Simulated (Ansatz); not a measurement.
# GaP (F-43m) in Ansatz: a series of runs, part 2 of 2

Ansatz 0.2.0. The steps go on from the part before.

### Step 6. Relaxation of cell and atoms, RPBE+D3(BJ)

File input.yaml:

```yaml
crystal:
  lattice:
    - [0.0, 2.72525, 2.72525]
    - [2.72525, 0.0, 2.72525]
    - [2.72525, 2.72525, 0.0]
  atoms:
    - { symbol: Ga, position: [0.0, 0.0, 0.0] }
    - { symbol: P, position: [0.75, 0.75, 0.75] }
kpoints:
  mp_grid: { grid: [8, 8, 8] }
scf:
  occupations: { method: fermi_dirac, width: 0.05 }
hamiltonian:
  xc: rpbe
  dispersion: d3bj
  pseudopotentials: { kind: all_electron, lapw: { basis_error: 0.001 } }
output:
  forces: true
  stress: true
relax:
  f_tol: 0.01
  max_steps: 60
  cell: {}
```

Potentials or basis: all-electron LAPW, scalar-relativistic.

The run is started by

```sh
$ ansatz run input.yaml --threads 1 --pin off --max-ram 3072MiB --backend cpu --events-out ev --progress --plain --runs-dir out
```

Log:

```text
Warning: RAYON_NUM_THREADS=1 ignored (pool sized by the plan → 1); use --threads N
The last accepted step is kept in <dir> (removed where the run ends without a failure and the disk answers)
LAPW: plane waves up to 8.894 Å⁻¹, error target 1.0e-3 eV per atom; small_component_spin mean_spin; P in spheres of 1.032 Å, 13 of its electrons in bands, Dirac shells []; Ga in spheres of 1.257 Å, 21 of its electrons in bands, Dirac shells [] (how accurate: hamiltonian.pseudopotentials.lapw.basis_error, Limitations)
Engine: ansatz 0.2.0, aarch64-unknown-linux-gnu
Pseudopotentials: kind: all_electron
Pseudopotential: Ga, LAPW, valence charge 21, lapw/all_electron/scalar/gaussian/Ga, Koelling and Harmon's equation, gaussian nucleus
Pseudopotential: P, LAPW, valence charge 13, lapw/all_electron/scalar/gaussian/P, Koelling and Harmon's equation, gaussian nucleus
Functional definition: RPBE
  parameter kappa = 0.804
  parameter beta = 0.06672455060314922
  exchange = rpbe_x(kappa = kappa, mu = beta*pi^2/3)
  correlation = pbe_c(beta = beta)
Crystal: 2 atoms, lattice volume = 40.481 Å³
Basis set: ecut = 301.38807650008437 eV, 531 PW (Γ), exchange–correlation at level 2
Bands: 21, of which v1, the nominal top of the filled ones, is band 17 counted from 1 (16 counted from 0)
Symmetry: 24 space group operations
Space group: F-43m (ITA 216), of the structure as read, at distance tolerance 3.4e-5 Å
k-points: 29 of 512 (time reversal used)
Non-local potential: Ga, projectors of the file, none
Non-local potential: P, projectors of the file, none
Initial density: superposition of atomic densities (chi_scale 0.1, normalization cell, long waves kept (reshape's long-wave potential 0.00 eV rms))
Initial wavefunctions: plane waves of lowest kinetic energy (no species holds an atomic orbital)
Functional: x = rpbe, c = pbe(β = 0.06672455060314922)
iter 1 solved again at ethr=2.61e-3 eV; its pass at ethr=1.00e-1 eV (dr2=8.87e-1 eV) is discarded
SCF iter   1: F=—  HF=-62221.327131 eV  |F-HF|=—  |Δ(HF+E_count)|=         —  Δρ=3.98e-2  dr2=8.89e-1  ethr=2.61e-3  ⟨swp⟩=2.0  Hψ=4097  notcnv=0
preconditioner: auto → none  [insulator: Δε(μ)=2.102 eV  Ē_g=15.024 eV  σ=0.050 eV  W_gap=1.00  n_scr=14 (ndim 8)  ℏωp=24.8 eV  f_vac=0.017  D(μ)=0.00/eV (n_scr^D=0)  ε∞_Penn≈3.7]
iter 2 solved again at ethr=2.45e-4 eV; its pass at ethr=2.61e-3 eV (dr2=8.33e-2 eV) is discarded
SCF iter   2: F=—  HF=-62221.094857 eV  |F-HF|=—  |Δ(HF+E_count)|=   2.32e-1  Δρ=1.58e-2  dr2=8.31e-2  ethr=2.45e-4  ⟨swp⟩=2.0  Hψ=3126  notcnv=0
SCF iter   3: F=—  HF=-62221.079920 eV  |F-HF|=—  |Δ(HF+E_count)|=   1.49e-2  Δρ=7.38e-3  dr2=1.71e-2  ethr=2.44e-4  ⟨swp⟩=2.0  Hψ=1767  notcnv=0
SCF iter   4: F=—  HF=-62221.079472 eV  |F-HF|=—  |Δ(HF+E_count)|=         —  Δρ=1.75e-3  dr2=1.11e-3  ethr=5.03e-5  ⟨swp⟩=2.4  Hψ=1766  notcnv=0
the basis was enlarged: its passes take 260.7 KiB over the memory plan, 1 of 1 planned eigensolver slots
SCF iter   5: F=—  HF=-62221.079244 eV  |F-HF|=—  |Δ(HF+E_count)|=   2.28e-4  Δρ=3.42e-4  dr2=3.16e-5  ethr=3.26e-6  ⟨swp⟩=3.0  Hψ=1770  notcnv=0
SCF iter   6: F=—  HF=-62221.079353 eV  |F-HF|=—  |Δ(HF+E_count)|=   1.09e-4  Δρ=5.39e-5  dr2=9.11e-7  ethr=9.31e-8  ⟨swp⟩=3.0  Hψ=1768  notcnv=0
SCF iter   7: F=-62221.079357 eV  HF=-62221.079357 eV  |F-HF|=8.68e-8  |Δ(HF+E_count)|=   4.38e-6  Δρ=7.53e-6  dr2=2.79e-8  ethr=2.68e-9  ⟨swp⟩=3.0  Hψ=1768  notcnv=0
SCF 1 converged in 7 iterations: F = -62221.079357 eV  dr2 = 2.79e-8
relax step   1: F+E_penalty+E_count = -62221.07935720 eV  Δ(F+E_penalty+E_count) = +0.000e0 eV  max|allowed force component| = 2.891e-17 eV/Å  Δτ_max = 0.0000 Å  P = -6.886 GPa  Ω = 40.481 Å³  (7 SCF iters, accepted)
Crystal: 2 atoms, lattice volume = 38.201 Å³
[... 11 lines left out ...]
SCF 2 converged in 5 iterations: F = -62221.147977 eV  dr2 = 9.35e-8
relax step   2: F+E_penalty+E_count = -62221.14797682 eV  Δ(F+E_penalty+E_count) = -6.862e-2 eV  max|allowed force component| = 1.850e-17 eV/Å  Δτ_max = 0.0000 Å  P = -2.521 GPa  Ω = 38.201 Å³  (5 SCF iters, accepted)
Crystal: 2 atoms, lattice volume = 36.997 Å³
Basis set: ecut = 320.0201370381983 eV, 531 PW (Γ), exchange–correlation at level 2
iter 1 solved again at ethr=4.03e-7 eV; its pass at ethr=1.00e-1 eV (dr2=1.37e-4 eV) is discarded
SCF iter   1: F=—  HF=-62221.156167 eV  |F-HF|=—  |Δ(HF+E_count)|=         —  Δρ=4.44e-4  dr2=1.34e-4  ethr=4.03e-7  ⟨swp⟩=4.0  Hψ=3334  notcnv=0
preconditioner: auto → none  [insulator: Δε(μ)=1.540 eV  Ē_g=15.945 eV  σ=0.050 eV  W_gap=1.00  n_scr=14 (ndim 8)  ℏωp=25.9 eV  f_vac=0.102  D(μ)=0.00/eV (n_scr^D=0)  ε∞_Penn≈3.6]
SCF iter   2: F=—  HF=-62221.156177 eV  |F-HF|=—  |Δ(HF+E_count)|=   1.02e-5  Δρ=2.30e-4  dr2=3.43e-5  ethr=3.93e-7  ⟨swp⟩=2.9  Hψ=1679  notcnv=0
SCF iter   3: F=—  HF=-62221.156192 eV  |F-HF|=—  |Δ(HF+E_count)|=   1.51e-5  Δρ=9.63e-5  dr2=4.67e-6  ethr=1.01e-7  ⟨swp⟩=3.0  Hψ=1688  notcnv=0
[... 6 lines left out ...]
Basis set: ecut = 319.11343899033994 eV, 531 PW (Γ), exchange–correlation at level 2
iter 1 solved again at ethr=6.28e-9 eV; its pass at ethr=1.00e-1 eV (dr2=2.14e-6 eV) is discarded
SCF iter   1: F=—  HF=-62221.156403 eV  |F-HF|=—  |Δ(HF+E_count)|=         —  Δρ=5.64e-5  dr2=2.11e-6  ethr=6.28e-9  ⟨swp⟩=4.9  Hψ=3379  notcnv=0
preconditioner: auto → none  [insulator: Δε(μ)=1.553 eV  Ē_g=15.931 eV  σ=0.050 eV  W_gap=1.00  n_scr=14 (ndim 8)  ℏωp=25.8 eV  f_vac=0.105  D(μ)=0.00/eV (n_scr^D=0)  ε∞_Penn≈3.6]
SCF iter   2: F=—  HF=-62221.156403 eV  |F-HF|=—  |Δ(HF+E_count)|=   3.81e-7  Δρ=2.74e-5  dr2=5.05e-7  ethr=6.20e-9  ⟨swp⟩=2.3  Hψ=1650  notcnv=0
SCF iter   3: F=—  HF=-62221.156403 eV  |F-HF|=—  |Δ(HF+E_count)|=   6.09e-8  Δρ=1.06e-5  dr2=6.20e-8  ethr=1.49e-9  ⟨swp⟩=2.2  Hψ=1646  notcnv=0
iter 4 solved again at ethr=1.03e-11 eV; its pass at ethr=1.82e-10 eV (dr2=3.50e-9 eV) is discarded
SCF iter   4: F=-62221.156403 eV  HF=-62221.156403 eV  |F-HF|=3.50e-9  |Δ(HF+E_count)|=   2.48e-8  Δρ=3.12e-6  dr2=3.50e-9  ethr=1.03e-11  ⟨swp⟩=2.0  Hψ=3003  notcnv=0
SCF 4 converged in 4 iterations: F = -62221.156403 eV  dr2 = 3.50e-9
relax step   4: F+E_penalty+E_count = -62221.15640296 eV  Δ(F+E_penalty+E_count) = -2.045e-4 eV  max|allowed force component| = 1.330e-17 eV/Å  Δτ_max = 0.0000 Å  P = +0.001 GPa  Ω = 37.155 Å³  (4 SCF iters, accepted)
iter 1 solved again at ethr=1.03e-11 eV; its pass at ethr=1.00e-1 eV (dr2=3.50e-9 eV) is discarded
SCF iter   1: F=—  HF=-62221.156404 eV  |F-HF|=—  |Δ(HF+E_count)|=         —  Δρ=3.12e-6  dr2=3.50e-9  ethr=1.03e-11  ⟨swp⟩=4.8  Hψ=2997  notcnv=0
preconditioner: auto → none  [insulator: Δε(μ)=1.554 eV  Ē_g=15.931 eV  σ=0.050 eV  W_gap=1.00  n_scr=14 (ndim 8)  ℏωp=25.8 eV  f_vac=0.105  D(μ)=0.00/eV (n_scr^D=0)  ε∞_Penn≈3.6]
SCF iter   2: F=-62221.156404 eV  HF=-62221.156404 eV  |F-HF|=4.05e-9  |Δ(HF+E_count)|=   9.60e-9  Δρ=1.77e-6  dr2=1.03e-9  ethr=1.03e-11  ⟨swp⟩=3.0  Hψ=1729  notcnv=0
SCF 5 converged in 2 iterations: F = -62221.156404 eV  dr2 = 1.03e-9
relax step   5: F+E_penalty+E_count = -62221.15640431 eV  Δ(F+E_penalty+E_count) = -1.353e-6 eV  max|allowed force component| = 1.330e-17 eV/Å  Δτ_max = 0.0000 Å  P = +0.001 GPa  Ω = 37.155 Å³  stress off target by 1.17e-3 GPa  SCF on the basis re-selected at this cell (its energy is not comparable with the rows above)  (2 SCF iters)
basis re-selected at this cell: Δ(F+E_penalty+E_count) = -1.353e-6 eV, ΔP = +0.000 GPa vs the last step (what re-selecting the basis moved, after the strain that the cell walked since its last selection, with what the two solves' SCF thresholds leave and, on support functions, any second-order correction that the steps lacked; it is no measure of the basis error at this ecutwfc). This SCF's stress stands 1.17e-3 GPa from its target on what of the cell is left free (relax.cell.stress_tol is 5.00e-2 GPa) and its largest allowed force component is 1.33e-17 eV/Å (relax.f_tol is 1.00e-2 eV/Å): within both
SCF converged after 2 iterations
Free energy (F): -62221.156404 eV
Harris-Foulkes:  -62221.156404 eV  (|F-HF|=4.05e-9)
Internal energy: -62221.156404 eV  (E = F + TS)
E sigma→0 (E₀):  -62221.156404 eV
Fermi energy:    10.641214 eV
--- Per-component energies (eV) ---
  E_band       = -1751.012053
  E_kinetic    = 63301.321444
  E_xc         = -2702.536474
  E_electrostatic = -122817.109450  (all electrons and nuclei)
  E_disp       = -2.831924  (pairwise vdW)
  E_smearing   = -0.000000  (= −TS)
  E_closure    = 0.000000  (closes the sum)
  E_atoms      = -62210.092364  (free atoms, spherical and without spin; not in F)
  Σ components = -62221.156404   (vs F -62221.156404, Δ=0.00e0)
  Basis errors (estimates in eV, not in F): energy 5.1e-4 per atom: plane waves 4.8e-4 (2.9e-4 summed), levels above the bands 3.9e-30, relativity 3.8e-8, radial functions 3.3e-5, core shells 4.2e-11; eigenvalues (radial functions only) 5.3e-7; not estimated: angular momenta, meshes, grids; target (lapw.basis_error) 1.0e-3; muffin-tin radii P 1.003 Å, Ga 1.222 Å
--- Forces (eV/Å), atoms counted from 1 ---
  atom   1  Ga     0.00000000    -0.00000000    -0.00000000
  atom   2  P     -0.00000000     0.00000000     0.00000000
  max |Σ_I F_I| component: 1.04e-17 eV/Å
--- Stress (GPa, compression-positive) ---
        0.001171      -0.000000      -0.000000
       -0.000000       0.001171       0.000000
       -0.000000       0.000000       0.001171
  P = ⅓ Tr σ = 0.0012 GPa (0.012 kbar)
--- Relaxed structure (4 steps of the walk, 4 accepted, 1 SCFs on fresh bases) ---
  F+E_penalty+E_count = -62221.15640431 eV   max|allowed force component| = 1.330e-17 eV/Å   (the final SCF, on the basis selected at the relaxed cell)
  cell:  # Å, volume = 37.1553 Å³
    - [-1.771799284849517e-33, 2.6484808347044195, 2.6484808347044195]
    - [2.6484808347044195, 4.088457364346386e-33, 2.6484808347044195]
    - [2.6484808347044195, 2.6484808347044195, -1.024861268082911e-34]
  atoms:
    - { symbol: Ga, position: [-3.739612618676865e-34, 4.622985678206833e-34, 1.6784088131069394e-34] }
    - { symbol: P, position: [0.7500000000000002, 0.7500000000000002, 0.7500000000000002] }
```

It took 33 s on 1 thread of Arm Neoverse V1, shared host; peak memory 0.28 GiB.

Results:

| Quantity | Value |
| --- | --- |
| Free energy | -62221.1564 eV |
| Relaxed volume | 18.58 Å³/atom |
| Relaxed cell | a = 3.746 Å, b = 3.746 Å, c = 3.746 Å, α = 60.00°, β = 60.00°, γ = 60.00° |
| Space group after relaxing (to 0.05 Å) | F-43m (No. 216) |
| Energy gained by relaxing | 38.5 meV/atom |
| Ionic steps | 5 |
| Pressure after relaxing | 0.0 GPa |
| Band gap on the k mesh | 1.55 eV |

The path:
| step | energy change (eV) | largest force (eV/Å) | volume (Å³) |
| --- | --- | --- | --- |
| 1 | 0.0000 | 0.0000 | 40.48 |
| 2 | -0.0686 | 0.0000 | 38.20 |
| 3 | -0.0768 | 0.0000 | 37.00 |
| 4 | -0.0770 | 0.0000 | 37.16 |
| 5 | -0.0770 | 0.0000 | 37.16 |

Final structure:
```
CELL_PARAMETERS angstrom
0.00000 2.64848 2.64848
2.64848 0.00000 2.64848
2.64848 2.64848 0.00000
ATOMIC_POSITIONS crystal
Ga 0.00000 0.00000 0.00000
P 0.75000 0.75000 0.75000
```

### Step 7. Overview

```csv
task,level,cell,k mesh,cutoff (eV),smearing,basis error allowed,gap on the mesh (eV),pressure (GPa),relaxed volume (Å³/atom)
single point,PBE,as given,6 × 6 × 6,254,fermi-dirac 0.04 eV,0.002 eV/atom,1.65,2.5,-
single point,PBE,as given,8 × 8 × 8,278,gaussian 0.03 eV,0.001 eV/atom,1.64,2.5,-
relaxation of cell and atoms,BLYP+D3(BJ),relaxed,8 × 8 × 8,-,fermi-dirac 0.05 eV,0.001 eV/atom,1.66,0.0,20.24
relaxation of cell and atoms,PBEsol,relaxed,8 × 8 × 8,-,fermi-dirac 0.05 eV,0.001 eV/atom,1.50,0.0,20.10
relaxation of cell and atoms,RPBE+D3(BJ),relaxed,8 × 8 × 8,-,fermi-dirac 0.05 eV,0.001 eV/atom,1.55,0.0,18.58
```

Alike in all rows: potentials or basis all-electron LAPW, scalar-relativistic; no spin polarisation.

Compare energies only between runs with the same functional and basis.

### Step 8. Against experiment

Step 2. A measured gap of GaP is 2.34 eV (indirect; 10 K; quoted in “Stacking defects in GaP nanowires: Electronic structure and optical properties”, 2018, arxiv:1810.01194); the calculated 1.65 eV misses it by -0.69 eV. Spin-orbit coupling on Ga is left out. The value is that of PBE on a finite k mesh, which can miss the band edges, without temperature or zero-point motion. Semilocal functionals fall short of measured gaps as a rule.

Step 3. Against the measured gap of GaP, 2.34 eV (indirect; 10 K; quoted in “Stacking defects in GaP nanowires: Electronic structure and optical properties”, 2018, arxiv:1810.01194), the calculated 1.64 eV is off by -0.70 eV. Spin-orbit coupling on Ga is left out. The value is that of PBE on a finite k mesh, which can miss the band edges, without temperature or zero-point motion. Semilocal functionals fall short of measured gaps as a rule.
